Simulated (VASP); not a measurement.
# CuAu: kinetic-energy density

CuAu, P4/mmm (no. 123), 2 atoms in the cell. PBE; PAW potentials Au, Cu (PBE set).

## Input

INCAR:
```
PREC = Accurate ; ENCUT = 520
EDIFF = 1E-7 ; ISMEAR = 1
SIGMA = 0.1 ; LREAL = False
LASPH = True ; ALGO = Normal
NELM = 100 ; ISIF = 2
LWAVE = False ; LCHARG = True
LTAU = True
```

KPOINTS:
```
k-points
0
Gamma
  8 8 6
```

POSCAR:
```
CuAu
1.0
    2.8107494552      0.0000000000      0.0000000000
    0.0000000000      2.8107494552      0.0000000000
    0.0000000000      0.0000000000      3.6850000000
Au Cu
1 1
Direct
    0.0000000000      0.0000000000      0.0000000000
    0.5000000000      0.5000000000      0.5000000000
```

Commands:
```
cat potpaw_PBE.64/Au/POTCAR potpaw_PBE.64/Cu/POTCAR > POTCAR
mpirun -np 1 vasp_std > vasp.out
```

## Result

- Kinetic energy of the pseudo orbitals (eV): 364.12

VASP 6.6.1 took 13 s on 1 core (Intel Xeon Platinum 8488C (Sapphire Rapids)), a shared host.
